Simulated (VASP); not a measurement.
## PbS: single point with PBE

Crystal: PbS.

```
Pb S
1.0
     3.65366    0.00000    0.00000
     0.00000    3.65366    0.00000
     0.00000    0.00000    3.65366
Pb S
1 1
Direct
  0.00000 0.00000 0.00000
  0.50000 0.50000 0.50000
```

Measurements of this composition are mostly on another form, of space group No. 225.

```json
{
 "Program": "VASP 6.6.1",
 "Task": "single point",
 "Functional": "PBE",
 "Potentials or basis": "VASP PAW PBE potentials, release 64 (Pb_d_GW, S_GW)",
 "Cutoff": "450 eV",
 "k mesh": "4 × 4 × 4",
 "Occupations": "gaussian, width 0.02 eV",
 "Spin": "no spin polarisation",
 "Further INCAR settings": "ALGO = Normal; EDIFF = 1e-07; NBANDS = 18"
}
```

```json
{"Pressure": "-0.8 GPa", "Band gap on the k mesh": "none (metal or under the smearing width)"}
```

Levels at points of the mesh, in eV from the Fermi level:
```tsv
k point	band 8	band 9	band 10	band 11	band 12	band 13	band 14	band 15
(0.00, 0.00, 0.00)	-6.56	-1.39	-1.39	-1.39	5.67	5.67	6.70	6.70
(0.50, 0.00, 0.00)	-8.83	-0.27	-0.27	0.07	0.50	4.11	4.11	6.89
(0.50, 0.50, 0.00)	-7.10	-4.24	-4.24	-0.07	4.38	4.38	6.09	7.38
(0.50, 0.50, 0.50)	-5.81	-2.17	-2.17	-2.17	-0.29	-0.29	-0.29	13.90
```

Run time: 10 s on 1 thread of Intel(R) Xeon(R) Platinum 8488C (Sapphire Rapids), on a shared host, peak memory 0.16 GiB.

Caveat: the k mesh is coarse (spacing up to 0.43 Å⁻¹), so the values aren't converged. The run has no spin-orbit coupling, so splittings on Pb are missing.
